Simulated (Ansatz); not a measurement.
Runs of Ansatz 0.2.0 on SnO. It takes space group P4/nmm (No. 129, tetragonal). The conventional cell has a = 3.814 Å, b = 3.814 Å, c = 4.887 Å, α = 90.00°, β = 90.00°, γ = 90.00°. Sn (site symmetry 4mm) is surrounded by 4 O at 2.23 Å. O (site symmetry -4m2) has 4 Sn at 2.23 Å as nearest neighbours. The cell is a database's computed one.

```csv
task,level,spin,cell,k mesh,smearing,points for each segment of the path,gap on the mesh (eV),pressure (GPa),relaxed volume (Å³/atom),largest force (eV/Å)
relaxation of cell and atoms,LDA,off,relaxed,7 × 7 × 6,fermi-dirac 0.05 eV,-,0.07,0.0,16.53,-
relaxation of cell and atoms,PBE,off,relaxed,7 × 7 × 6,fermi-dirac 0.05 eV,-,(c),0.0,(b),-
band structure,LDA,off,as given,7 × 7 × 6,fermi-dirac 0.05 eV,14,0.45,-3.3,-,0.24
single point,PBE,off,as given,7 × 7 × 6,gaussian 0.011 eV,-,0.37,3.6,-,0.37
band structure,PBE,off,as given,7 × 7 × 6,fermi-dirac 0.05 eV,14,0.37,3.6,-,0.37
band structure,PBEsol,off,as given,7 × 7 × 6,fermi-dirac 0.05 eV,14,0.35,-0.5,-,(a)
band structure,PBE,"SOC, no magnetisation",as given,5 × 5 × 5,fermi-dirac 0.05 eV,14,-,3.6,-,0.37
relaxation of cell and atoms,PBEsol,off,relaxed,7 × 7 × 6,fermi-dirac 0.05 eV,-,0.15,0.0,17.21,-
band structure,LDA,"SOC, no magnetisation",as given,5 × 5 × 5,fermi-dirac 0.05 eV,14,-,-3.3,-,0.24
```

Alike in all rows: potentials or basis Ansatz PAW; cutoff (eV) 420.

Question: Estimate the missing entries.

Answer: (a) 0.07; (b) 18.95; (c) 0.71.

Caveats: spin-orbit coupling is left out, which moves the levels of the heavy elements (some runs); the PAW data sets come from PBE, with cores solved anew for the run's functional, which leaves a small shift of forces and pressure (some runs); odd divisions of the mesh miss points on the zone boundary, where band edges often lie, so the gap on the mesh can be too wide (some runs); the plane-wave basis is chosen anew once the cell has moved, so the energies of steps on either side of that aren't comparable (some runs); the k mesh misses the band edges, so the gap on the mesh is wider than the one along the path (some runs).

A k mesh can miss the band edges, and rows without SOC leave out spin-orbit coupling on Sn.
